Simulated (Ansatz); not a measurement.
# Te2Mo: the cost of one run

Code: Ansatz 0.2.0. PAW datasets, plane waves. Calculated at 0 K for a non-magnetic cell.

## Step 1: The cell

The unstrained cell was relaxed with r2SCAN+rVV10; in each strained cell the atoms were relaxed again with r2SCAN+rVV10. Names of k-points are those of the unstrained zone, where strain can split equivalent points. First state: no strain.

Space group P6_3/mmc (No. 194), hexagonal; conventional cell a = 3.542 Å, c = 14.177 Å, 25.67 Å³ an atom. Near Te stand 3 Mo at 2.72 Å; near Mo stand 6 Te at 2.72 Å.

As a file:

```cif
data_structure
_symmetry_space_group_name_H-M 'P6_3/mmc'
_symmetry_Int_Tables_number 194
_cell_length_a 3.5421
_cell_length_b 3.5421
_cell_length_c 14.1766
_cell_angle_alpha 90.000
_cell_angle_beta 90.000
_cell_angle_gamma 120.000
_cell_volume 154.04
loop_
_atom_site_label
_atom_site_type_symbol
_atom_site_symmetry_multiplicity
_atom_site_Wyckoff_symbol
_atom_site_fract_x
_atom_site_fract_y
_atom_site_fract_z
_atom_site_occupancy
Te1 Te 4 f 0.33333 0.66667 0.62341 1
Mo1 Mo 2 c 0.33333 0.66667 0.25000 1
```

## Step 2: No strain: PBE

The input, input.yaml:

```yaml
crystal:
  lattice:
    - [3.5421276173, 0.0, 0.0]
    - [-1.7710638086, 3.0675725001, 0.0]
    - [0.0, 0.0, 14.1766429953]
  atoms:
    - { symbol: Te, position: [0.3333333333, 0.6666666667, 0.6234149345] }
    - { symbol: Te, position: [0.6666666667, 0.3333333333, 0.1234149345] }
    - { symbol: Te, position: [0.3333333333, 0.6666666667, 0.8765850655] }
    - { symbol: Te, position: [0.6666666667, 0.3333333333, 0.3765850655] }
    - { symbol: Mo, position: [0.3333333333, 0.6666666667, 0.25] }
    - { symbol: Mo, position: [0.6666666667, 0.3333333333, 0.75] }
kpoints:
  mp_grid: { grid: [12, 12, 2] }
  band_path:
    path:
      - [0.0, 0.0, 0.0]
      - [0.5, 0.0, 0.0]
      - [0.3333333333, 0.3333333333, 0.0]
      - [0.0, 0.0, 0.5]
      - [0.5, 0.0, 0.5]
      - [0.3333333333, 0.3333333333, 0.5]
      - [0.195312, 0.197917, 0.0]
    npoints: 1
hamiltonian:
  xc: pbe
scf:
  occupations: { method: fermi_dirac, width: 0.02 }
  n_extra_bands: 5
output:
  forces: true
  stress: true
  eigenvalues: true
```

The run is started by

```console
ansatz run input.yaml --threads 4 --pin off --max-ram 4608MiB --backend cpu --events-out ev --progress --plain --runs-dir out
```

Q: Estimate wall time and peak memory on 4 threads of Arm Neoverse V1, shared host.

About 4.9 s, with a peak of 0.61 GiB.
